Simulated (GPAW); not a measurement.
Zn:

```
Zn
1.0
     2.67000    0.00000    0.00000
    -1.33500    2.31229    0.00000
     0.00000    0.00000    4.96600
Zn
2
Direct
  0.66667 0.33333 0.75000
  0.33333 0.66667 0.25000
```

```yaml
Program: GPAW 26.7.0
Task: relaxation of cell and atoms
Functional: PBEsol
Dispersion: D3
Potentials_or_basis: PAW data sets generated in the run's folder for this functional
Cutoff: 600 eV
Basis: pw
k_mesh: 10 × 10 × 5
Occupations: fermi-dirac, width 0.05 eV
Spin: no spin polarisation
```

At the start: pressure -9.0 GPa; volume 15.33 Å³/atom.

Q: Where does the relaxation end?

A: Over 8 steps the energy falls by 55.0 meV/atom and the volume is 13.57 Å³/atom (-11.5 %); space group P6_3/mmc (No. 194, to 0.05 Å).

Step by step:
| step | energy change (eV) | largest force (eV/Å) | pressure (GPa) | volume (Å³) |
| --- | --- | --- | --- | --- |
| 1 | 0.0000 | 0.0000 | -9.04 | 30.66 |
| 2 | -0.0304 | 0.0000 | -7.99 | 30.10 |
| 3 | -0.1025 | 0.0000 | 2.41 | 26.70 |
| 4 | -0.1081 | 0.0000 | -0.55 | 27.41 |
| 5 | -0.1086 | 0.0000 | -0.23 | 27.32 |
| 6 | -0.1096 | 0.0000 | 0.34 | 27.12 |
| 7 | -0.1100 | 0.0000 | 0.32 | 27.09 |
| 8 | -0.1100 | 0.0000 | 0.08 | 27.13 |

Final structure:
```
Zn
1.0
     2.56930    0.00000    0.00000
    -1.28465    2.22508    0.00000
     0.00000    0.00000    4.74585
Zn
2
Direct
  0.66667 0.33333 0.75000
  0.33333 0.66667 0.25000
```

Caveat: later steps reuse the first step's grids; pairwise dispersion overbinds metals, which lowers pressure and volume.
